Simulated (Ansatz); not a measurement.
Runs of Ansatz 0.2.0 on Yb. It takes space group Fm-3m (No. 225, cubic). Conventional cell: a = 5.486 Å, b = 5.486 Å, c = 5.486 Å, α = 90.00°, β = 90.00°, γ = 90.00°. Around Yb (site symmetry m-3m) lie 12 Yb at 3.88 Å. 

```csv
task,level,potentials or basis,spin,U,cell,k mesh,cutoff (eV),smearing,driver,hubbard projectors,double counting,eos,broadening,other keys,gap on the mesh (eV),pressure (GPa),moment (μB)
single point,RPBE+D3(BJ)+U,Ansatz PAW earlier set,"collinear, random start",Yb f U = 4 eV,as given,8 × 8 × 8,820,fermi-dirac 0.05 eV,calculator,atomic,amf,-,-,-,-,-12.6,0.00
electric field gradients,PBEsol+U,Ansatz PAW,"collinear, program default start",Yb f U = 4 eV,as given,8 × 8 × 8,420,fermi-dirac 0.01 eV,-,ortho-atomic (the default),fll (the default),-,-,-,none,-1.9,0.01
optical spectrum,r2SCAN+U,Ansatz PAW,"collinear, ferromagnetic start",Yb f U = 5 eV,volume scaled by 0.8,8 × 8 × 8,500,cold 0.0385 eV,chain,ortho-atomic,fll (the default),-,0.05 eV,-,(b),-,0.00
elastic constants,PBE,SSSP precision PAW,"collinear, random start",-,as given,7 × 7 × 7,544,tetrahedron,chain,-,-,-,-,hamiltonian.xc = pbe; scf.occupations.width = left out; …,none,(a),0.00
```

Problem. Estimate the missing entries.

Solution. (a) -3.0; (b) 0.28.

Caveats: spin-orbit coupling is left out, which moves the levels of the heavy elements; the magnetic or orbital state may not be the lowest (some runs); the potentials were made for another functional, which shifts forces and pressure (some runs); the starting moments weren't kept (some runs); the thresholds are loose for stress (some runs); the PAW data sets come from PBE, with cores solved anew for the run's functional, which leaves a small shift of forces and pressure (some runs); spectra need much finer meshes, so this one isn't converged (some runs).

A k mesh can miss the band edges, and the runs leave out spin-orbit coupling on Yb.

A gap of «none» marks a metal or a gap under the smearing width.
